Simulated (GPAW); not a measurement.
# MgS (Niningerite) (Fm-3m) in GPAW: convergence with basis set

Aim: find how far basis set must go before the results for MgS (Niningerite) settle, at PBE. This setting moves, with any that are tied to it; all else stays.

Program: GPAW 26.7.0. These are calculated values, not measurements. Logs are shortened: lines on timing, memory, paths and dates and some standing lists are left out, and cuts for length are marked. The log counts tension as positive stress, the text compression.

## 1. The crystal as given

It takes space group Fm-3m (No. 225, cubic). Conventional cell: a = 5.203 Å, b = 5.203 Å, c = 5.203 Å, α = 90.00°, β = 90.00°, γ = 90.00°. S (site symmetry m-3m) has 6 Mg at 2.60 Å as nearest neighbours. Mg (site symmetry m-3m) has 6 S at 2.60 Å as nearest neighbours.

## 2. With basis set lcao:sz(dzp)

run.py

```python
from ase.dft.bandgap import bandgap
from ase.io import read, write
from gpaw import GPAW

atoms = read('POSCAR')

calc = GPAW(mode='lcao',
            h=0.16,
            basis='sz(dzp)',
            xc='PBE',
            kpts={'size': (9, 9, 9), 'gamma': True},
            occupations={'name': 'fermi-dirac', 'width': 0.05},
            convergence={'density': 1e-05, 'energy': 1e-05},
            maxiter=100,
            txt='gpaw.txt')
atoms.calc = calc
energy = atoms.get_potential_energy()
forces = atoms.get_forces()
calc.write('gs.gpw')
write('result.traj', atoms)
print(f'Energy: {energy:.6f} eV')
print('Forces (eV/A):')
print(forces.round(4))
print('Fermi level:', round(calc.get_fermi_level(), 4), 'eV')
print(f'Gap: {bandgap(calc)[0]:.4f} eV, direct: {bandgap(calc, direct=True)[0]:.4f} eV')
```

POSCAR

```
MgS
1.0
    0.0000000000      2.6016500000      2.6016500000
    2.6016500000      0.0000000000      2.6016500000
    2.6016500000      2.6016500000      0.0000000000
S Mg
1 1
Direct
    0.5000000000      0.5000000000      0.5000000000
    0.0000000000      0.0000000000      0.0000000000
```

Potentials or basis: GPAW PAW data sets (gpaw-data 1.2.1), lcao:sz(dzp).

Command:

```console
> OMP_NUM_THREADS=1 python run.py
```

gpaw.txt:

```text
__  _  _
 | _ |_)|_||  |
 |__||  | ||/\| - 26.7.0

Input parameters:
  mode=LCAO(),
  basis={'default': 'sz(dzp)'},
  convergence={'density': 1e-05, 'energy': 1e-05},
  h=0.16,
  kpts=MonkhorstPack(size=(9, 9, 9), gamma=True),
  maxiter=100,
  occupations=Occupations(name='fermi-dirac', width=0.05),
  xc=XC(name='PBE')

               S

       Mg

Atoms  # Å, Bohr magnetons
|   | symbol |        x |        y |        z |    initial magnetic moments |
|---|--------|----------|----------|----------|-----------------------------|
| 0 |      S | 2.601650 | 2.601650 | 2.601650 | ( 0.0000,  0.0000,  0.0000) |
| 1 |     Mg | 0.000000 | 0.000000 | 0.000000 | ( 0.0000,  0.0000,  0.0000) |

Unit cell  # Å
| periodic |        x |        y |        z |  lengths |    angles |
|----------|----------|----------|----------|----------|-----------|
|      yes | 0.000000 | 2.601650 | 2.601650 | 3.679289 | 60.000000 |
|      yes | 2.601650 | 0.000000 | 2.601650 | 3.679289 | 60.000000 |
|      yes | 2.601650 | 2.601650 | 0.000000 | 3.679289 | 60.000000 |

Number of symmetries: 48
Symmetry operations  # r_c * U_cc + t_c -> r_c
|    | kind |            matrix            |
|----|------|------------------------------|
|  0 |  σ   |  1, 0, 0,  1, 0,-1,  1,-1, 0 |
|  1 |  C2  |  1, 0, 0,  1,-1, 0,  1, 0,-1 |
|  2 |  E   |  1, 0, 0,  0, 1, 0,  0, 0, 1 |
|  3 |  σ   |  1, 0, 0,  0, 0, 1,  0, 1, 0 |
|  4 |  C4  |  1, 0,-1,  1, 0, 0,  1,-1, 0 |
|  5 |  S6  |  1, 0,-1,  1,-1, 0,  1, 0, 0 |
|  6 |  σ   |  1, 0,-1,  0, 1,-1,  0, 0,-1 |
|  7 |  C3  |  1, 0,-1,  0, 0,-1,  0, 1,-1 |
|  8 |  S6  |  1,-1, 0,  1, 0, 0,  1, 0,-1 |
|  9 |  C4  |  1,-1, 0,  1, 0,-1,  1, 0, 0 |
| 10 |  C3  |  1,-1, 0,  0,-1, 1,  0,-1, 0 |
| 11 |  σ   |  1,-1, 0,  0,-1, 0,  0,-1, 1 |
| 12 |  σ   |  0, 1, 0,  1, 0, 0,  0, 0, 1 |
| 13 |  C4  |  0, 1, 0,  0, 1,-1, -1, 1, 0 |
| 14 |  C3  |  0, 1, 0,  0, 0, 1,  1, 0, 0 |
| 15 |  S6  |  0, 1, 0, -1, 1, 0,  0, 1,-1 |
| 16 |  C2  |  0, 1,-1,  1, 0,-1,  0, 0,-1 |
[... 17 lines left out ...]
| 34 |  S4  |  0,-1, 0,  0,-1, 1,  1,-1, 0 |
| 35 |  C2  |  0,-1, 0, -1, 0, 0,  0, 0,-1 |
| 36 |  C2  | -1, 1, 0,  0, 1, 0,  0, 1,-1 |
| 37 |  S6  | -1, 1, 0,  0, 1,-1,  0, 1, 0 |
| 38 |  S4  | -1, 1, 0, -1, 0, 1, -1, 0, 0 |
| 39 |  C3  | -1, 1, 0, -1, 0, 0, -1, 0, 1 |
[... 343 lines left out ...]
  Fermi-Dirac:
    width: 0.0500  # eV

FastPoissonSolver using
    Stencil: 12*3+1=37 point O(h^6) finite-difference Laplacian
    FFT axes: [np.int64(0), np.int64(1), np.int64(2)]
    FST axes: []

xc functional:
  name: PBE with 2 nearest neighbor stencil
interpolation: tri-quintic # 5. degree polynomial

convergence criteria:
- Maximum integral of absolute [dens]ity change: 1e-05 electrons / valence electron
- Maximum [total energy] change in last 3 cyles: 1e-05 eV / valence electron
- Maximum integral of absolute [eigenst]ate change: 4e-08 eV^2 / valence electron
maximum number of iterations: 100

SCF iterations
|iter     | |      energy | eigst |  dens |
|---------|-|-------------|-------|-------|
|iter:   1| |   -7.798482 |      c|       |
|iter:   2| |   -7.761237 |      c| -1.24 |
|iter:   3| |   -7.599520 |      c| -1.28 |
|iter:   4| |   -7.601956 |      c| -1.96 |
|iter:   5| |   -7.602523 |      c| -2.37 |
|iter:   6| |   -7.602521 |      c| -4.04 |
|iter:   7| |   -7.602521c|      c| -4.62 |
|iter:   8| |   -7.602521c|      c| -5.68c|

Converged in 8 steps
Energy contributions relative to reference atoms: (reference = -16307.264786)

Energy contributions:
  Kinetic:          14.666070
  Coulomb:         -11.956409
  Zero:              0.054651
  External:          0.000000
  Xc:              -10.366832
  Entropy:          -0.000000
  Spinorbit:         0.000000
  ----------------------------
  Free energy:      -7.602521
  Extrapolated:     -7.602521

dipole moment: (-7.521850, -7.521850, -7.521850)  # |e|*Ang

Fermi level: 6.138
Eigenvalues  # (at kpt = [0.000, 0.000, 0.000])
| band index |      eig [eV] | occ [0-2] |
|------------|---------------|-----------|
|          0 |       -70.629 |     2.000 |
|          1 |       -37.418 |     2.000 |
|          2 |       -37.418 |     2.000 |
|          3 |       -37.418 |     2.000 |
|          4 |        -7.770 |     2.000 |
|          5 |         4.970 |     2.000 |
|          6 |         4.970 |     2.000 |
|          7 |         4.970 |     2.000 |
|          8 |         8.515 |     0.000 |
|          9 |        18.299 |     0.000 |
|         10 |        18.299 |     0.000 |
|         11 |        18.299 |     0.000 |

Gap: 3.345 eV
Transition (v -> c):
  (s=0, k=3, n=7, [0.22, 0.11, 0.11]) -> (s=0, k=30, n=8, [0.44, 0.44, 0.00])
Direct/indirect transitions are different
Direct gap: 3.545 eV
Transition at: (s=0, k=0, n=7, [0.00, 0.00, 0.00])

Forces  # eV/Ang
|       x |       y |       z |
|---------|---------|---------|
| 0.00000 | 0.00000 | 0.00000 |  # S    0
| 0.00000 | 0.00000 | 0.00000 |  # Mg   1

# Writing to gs.gpw (mode='')
```

stdout:

```text
Energy: -7.602521 eV
Forces (eV/A):
[[0. 0. 0.]
 [0. 0. 0.]]
Fermi level: 6.1381 eV
Gap: 3.3449 eV, direct: 3.5448 eV
```

Wall time 78 s (1 thread of Arm Neoverse V1, shared host); peak memory 0.17 GiB.

Results:

* Free energy: -7.6025 eV
* Band gap on the k mesh: 3.34 eV, indirect (least direct gap 3.54 eV)

## 3. With basis set lcao:szp(dzp)

Edit run.py of step 2 so:

```diff
@@ -8,3 +8,3 @@
             h=0.16,
-            basis='sz(dzp)',
+            basis='szp(dzp)',
             xc='PBE',
```

POSCAR is that of step 2.

Potentials or basis: GPAW PAW data sets (gpaw-data 1.2.1), lcao:szp(dzp).

Command:

```console
> OMP_NUM_THREADS=1 python run.py
```

It took 2.5 min on 1 thread of Arm Neoverse V1, shared host; peak memory 0.19 GiB.

What came out:

| Property | Result |
| --- | --- |
| Free energy | -7.7549 eV |
| Band gap on the k mesh | 2.75 eV, indirect (least direct gap 3.57 eV) |

## 4. With basis set lcao:dz(dzp)

Edit run.py of step 3 so:

```diff
@@ -8,3 +8,3 @@
             h=0.16,
-            basis='szp(dzp)',
+            basis='dz(dzp)',
             xc='PBE',
```

POSCAR is that of step 3.

Potentials or basis: GPAW PAW data sets (gpaw-data 1.2.1), lcao:dz(dzp).

Command:

```console
> OMP_NUM_THREADS=1 python run.py
```

Wall time 1.9 min (1 thread of Arm Neoverse V1, shared host); peak memory 0.19 GiB.

What came out:

- Free energy: -8.0288 eV
- Band gap on the k mesh: 3.42 eV, indirect (least direct gap 3.65 eV)

## 5. With basis set lcao:dzp

Edit run.py of step 4 so:

```diff
@@ -8,3 +8,3 @@
             h=0.16,
-            basis='dz(dzp)',
+            basis='dzp',
             xc='PBE',
```

POSCAR is that of step 4.

Potentials or basis: GPAW PAW data sets (gpaw-data 1.2.1), lcao:dzp.

Command:

```console
> OMP_NUM_THREADS=1 python run.py
```

Wall time 3.3 min (1 thread of Arm Neoverse V1, shared host); peak memory 0.21 GiB.

It converged, with:

```yaml
Free_energy: -8.1979 eV
Band_gap_on_the_k_mesh: 2.91 eV, indirect (least direct gap 3.67 eV)
```

## 6. With basis set fd

Edit run.py of step 5 so:

```diff
@@ -6,5 +6,4 @@
 
-calc = GPAW(mode='lcao',
+calc = GPAW(mode='fd',
             h=0.16,
-            basis='dzp',
             xc='PBE',
@@ -12,2 +11,3 @@
             occupations={'name': 'fermi-dirac', 'width': 0.05},
+            nbands=16,
             convergence={'density': 1e-05, 'energy': 1e-05},
```

POSCAR is that of step 5.

Potentials or basis: GPAW PAW data sets (gpaw-data 1.2.1), fd.

Command:

```console
> OMP_NUM_THREADS=1 python run.py
```

Run time: 36 s. Hardware: 1 thread of Arm Neoverse V1, shared host; peak memory 0.26 GiB.

The run converged. Its results:

```
Free energy            : -8.5845 eV
Band gap on the k mesh : 2.92 eV, indirect (least direct gap 3.72 eV)
```

## 7. With basis set pw

Edit run.py of step 6 so:

```diff
@@ -2,3 +2,4 @@
 from ase.io import read, write
-from gpaw import GPAW
+from ase.units import GPa
+from gpaw import GPAW, PW
 
@@ -6,4 +7,3 @@
 
-calc = GPAW(mode='fd',
-            h=0.16,
+calc = GPAW(mode=PW(800),
             xc='PBE',
@@ -18,2 +18,3 @@
 forces = atoms.get_forces()
+stress = atoms.get_stress()
 calc.write('gs.gpw')
@@ -23,2 +24,3 @@
 print(forces.round(4))
+print('Stress (GPa):', (stress / GPa).round(3))
 print('Fermi level:', round(calc.get_fermi_level(), 4), 'eV')
```

POSCAR is that of step 6.

Potentials or basis: GPAW PAW data sets (gpaw-data 1.2.1), pw.

Command:

```console
> OMP_NUM_THREADS=1 python run.py
```

It took 19 s on 1 thread of Arm Neoverse V1, shared host; peak memory 0.17 GiB.

The run converged. Its results:

```
Free energy            : -8.6065 eV
Pressure               : 1.1 GPa
Band gap on the k mesh : 2.92 eV, indirect (least direct gap 3.72 eV)
```

## 8. The series at a glance

```tsv
basis set	energy less the tightest run, at zero smearing (meV/atom)	gap on the mesh (eV)	SCF cycles	CPU time (s)	peak memory (GiB)
lcao:sz(dzp)	502.00	3.345	8	78	0.17
lcao:szp(dzp)	425.79	2.755	8	150	0.19
lcao:dz(dzp)	288.84	3.425	8	110	0.19
lcao:dzp	204.30	2.914	8	200	0.21
fd	11.04	2.922	9	36	0.26
pw	0.00	2.923	9	19	0.17
```

Against the tightest run, the gap on the mesh stays within 0.01 eV from lcao:dzp on. Not settled before the last step: the energy (to 1 meV/atom). The tightest run that finished is the yardstick and may itself not be fully converged.

Caveats: an odd mesh through Γ misses points on the zone boundary, where band edges often lie.
